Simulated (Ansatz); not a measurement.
## Ir: moving Ir off its site

Ir, Fm-3m, a = 3.839 Å (as given, not relaxed at this level: 9.1 GPa). Ansatz: PBE, PAW, 420 eV, Γ-centred 12×12×12 mesh on 8 atoms, Gaussian smearing 0.15 eV; no spin polarisation.

```xyz
8
Lattice="-3.8394 3.8394 0.0000 -3.8394 0.0000 3.8394 0.0000 3.8394 3.8394" Properties=species:S:1:pos:R:3 pbc="T T T"
Ir    0.0000    0.0000    0.0000
Ir   -1.9197    1.9197    0.0000
Ir   -1.9197    0.0000    1.9197
Ir    0.0000    1.9197    1.9197
Ir   -3.8394    1.9197    1.9197
Ir   -1.9197    3.8394    1.9197
Ir   -1.9197    1.9197    3.8394
Ir   -3.8394    3.8394    3.8394
```

Atom 1 (Ir) moves by x along the unit vector (0.707, -0.707, 0.000), with its periodic images; all else is held. y is the free energy of the cell over the start, F the force along the path summed over the moved atoms. Symmetry makes y even in x.

```tsv
x (Å)	y (meV)	F (eV/Å)
-0.4500	1940.1	10.31
-0.2250	414.5	3.89
0.0000	0.0	0.00
0.0563	24.6	-0.88
0.1125	99.2	-1.79
0.1688	227.5	-2.78
0.2813	668.5	-5.16
0.3375	998.4	-6.62
0.3938	?	?
```

Question: Fit y = c2 x² + c4 x⁴ to the energies of the other rows, give the force constant, and predict energy and force of the missing row.

Answer: Least squares on the rows shown. y = 7720.4 x² + 9185.7 x⁴. The force constant is 2 c2 = 15.4 eV/Å², for the cell as given, at 9.1 GPa (for all images moving together, not for a lone atom). The force −dy/dx at the missing row is -8.32 eV/Å (computed -8.33). At x = 0.3938 the fit asked for gives 1418.2 meV. The run gave 1417.8 meV, so the fit is 0.4 meV too high, a small miss on the scale of the series.

Spin–orbit coupling is left out, which can shift energies with elements as heavy as these.

The energy rises on both sides of the lattice site at every displacement sampled, so the site is a minimum along this path, with no sign of off-centring. The well is stiff and hardens outward: the harmonic term dominates, while the positive quartic term makes the restoring force grow faster than linearly.

The path points along a close-packed row, straight at a nearest neighbour that is held fixed. Shortening that contact raises the Pauli and core-overlap repulsion steeply, more than stretching the opposite contact softens the response, which probably accounts for most of the hardening. The large curvature itself fits the strong bonding from iridium's extended, partly filled 5d shell, which also underlies the metal's high bulk modulus.

The lattice constant is close to the measured one, so the residual pressure mainly reflects PBE's tendency to overestimate the equilibrium volume of this metal, rather than a physically compressed crystal. The force constant mixes the phonons commensurate with the cell, and so does not fix the frequency of any single mode.
